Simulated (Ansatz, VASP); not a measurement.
Na: VASP beside Ansatz

INCAR

```
  PREC = Accurate
  ENCUT = 550
  EDIFF = 1E-6
  ISMEAR = 0
  SIGMA = 0.05
  LREAL = False
  LASPH = True
  NELM = 60
  ALGO = Normal
  ISIF = 2
  LWAVE = False
  LCHARG = False
  GGA = CA
```

File KPOINTS:

```
regular mesh
0
Gamma
  9 9 9
```

The input POSCAR:

```
Na
1.0
   -2.1410000000      2.1410000000      2.1410000000
    2.1410000000     -2.1410000000      2.1410000000
    2.1410000000      2.1410000000     -2.1410000000
Na
1
Direct
    0.0000000000      0.0000000000      0.0000000000
```

File input.yaml:

```yaml
crystal:
  lattice:
    - [-2.141, 2.141, 2.141]
    - [2.141, -2.141, 2.141]
    - [2.141, 2.141, -2.141]
  atoms:
    - { symbol: Na, position: [0.0, 0.0, 0.0] }
hamiltonian:
  xc: lda
  pseudopotentials: { kind: paw }
kpoints:
  mp_grid: { grid: [9, 9, 9] }
scf:
  occupations: { method: gaussian, width: 0.05 }
output:
  forces: true
  stress: true
  eigenvalues: true
```

Alike in both runs: task single point; functional LDA; k mesh 9 × 9 × 9; occupations gaussian, width 0.05 eV; no spin polarisation.

|  | VASP | Ansatz |
| --- | --- | --- |
| version | VASP 6.6.1 | Ansatz 0.2.0 |
| potentials or method | VASP PAW LDA potentials, release 64 (Na_sv_GW) | Ansatz PAW |
| plane-wave cutoff (eV) | 550 | 420 |
| valence electrons in the cell | 9 | 9 |

|  | VASP | Ansatz | Ansatz less VASP |
| --- | --- | --- | --- |
| gap on the k mesh at the Fermi level (eV) | none | none | - |
| pressure (GPa) | -1.6 | -1.1 | +0.44 |

A gap of «none» marks a metal or a gap that the smearing closes.

Caveats: the PAW data sets come from PBE, with cores solved anew for the run's functional, which leaves a small shift of forces and pressure (Ansatz).
